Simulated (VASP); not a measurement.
Crystal: Ru.

```xyz
2
Lattice="2.7058 0.0000 0.0000 -1.3529 2.3433 0.0000 0.0000 0.0000 4.2819" Properties=species:S:1:pos:R:3 pbc="T T T"
Ru    1.3529    0.7811    3.2114
Ru    0.0000    1.5622    1.0705
```

* Program: VASP 6.6.1
* Task: relaxation of cell and atoms
* Functional: BEEF-vdW
* Potentials or basis: VASP PAW PBE potentials, release 64 (Ru_pv)
* Cutoff: 600 eV
* k mesh: 11 × 11 × 6
* Occupations: fermi-dirac, width 0.05 eV
* Spin: no spin polarisation

At the start: pressure 7.5 GPa; volume 13.57 Å³/atom.

Q: Where does the relaxation end?

A: Over 9 steps the energy falls by 7.4 meV/atom and the volume is 13.90 Å³/atom (+2.4 %); space group P6_3/mmc (No. 194, to 0.05 Å).

Step by step:
| step | energy change (eV) | largest force (eV/Å) | pressure (GPa) | volume (Å³) |
| --- | --- | --- | --- | --- |
| 1 | 0.0000 | 0.0000 | 7.46 | 27.15 |
| 2 | 0.0917 | 0.0000 | -16.74 | 29.71 |
| 3 | -0.0149 | 0.0000 | -0.14 | 27.82 |
| 4 | -0.0149 | 0.0000 | -0.02 | 27.81 |
| 5 | -0.0149 | 0.0000 | 0.12 | 27.79 |
| 6 | -0.0149 | 0.0000 | 0.10 | 27.79 |
| 7 | -0.0149 | 0.0000 | 0.11 | 27.79 |
| 8 | -0.0149 | 0.0000 | -0.12 | 27.81 |
| 9 | -0.0149 | 0.0000 | -0.01 | 27.80 |

Final structure:
```xyz
2
Lattice="2.7273 0.0000 0.0000 -1.3637 2.3619 0.0000 0.0000 0.0000 4.3161" Properties=species:S:1:pos:R:3 pbc="T T T"
Ru    1.3637    0.7873    3.2371
Ru    0.0000    1.5746    1.0790
```

Caveat: the PAW data sets were made with another functional, which shifts forces and pressure a little.
